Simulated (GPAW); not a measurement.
Runs of GPAW 26.7.0 on MgTe. Symmetry: F-43m, No. 216, cubic system. The conventional cell has a = 6.464 Å, b = 6.464 Å, c = 6.464 Å, α = 90.00°, β = 90.00°, γ = 90.00°. Te (site symmetry -43m) has 4 Mg at 2.80 Å as nearest neighbours. Mg (site symmetry -43m) has 4 Te at 2.80 Å as nearest neighbours. The cell comes from a database or a generator and needn't be the stable form of this composition.

```csv
task,level,potentials or basis,band path,band points,gap on the mesh (eV),pressure (GPa),V0 of scaled cells (Å³/atom),B0 (GPa)
equation of state,LDA,"the program's PAW data sets (release 1.2.1) made for this functional, pw",-,-,-,-,32.26,39
band structure,PBE,"GPAW PAW data sets (gpaw-data 1.2.1), pw","GXWKGLUWLK,UX",100,2.43,(b),-,-
equation of state,PBEsol,"PAW data sets generated in the run's folder for this functional, pw",-,-,-,-,33.36,36
band structure,PBEsol,"PAW data sets generated in the run's folder for this functional, pw","GXWKGLUWLK,UX",100,2.31,(a),-,-
```

Alike in all rows: no spin polarisation; cell as given; k mesh 7 × 7 × 7; cutoff (eV) 800; smearing fermi-dirac 0.05 eV.

Question: Estimate the missing entries.

Answer: (a) -0.4; (b) 0.7.

Caveats: spin-orbit coupling is left out, which moves the levels of the heavy elements (some runs).

A k mesh can miss the band edges, and the runs leave out spin-orbit coupling on Te.
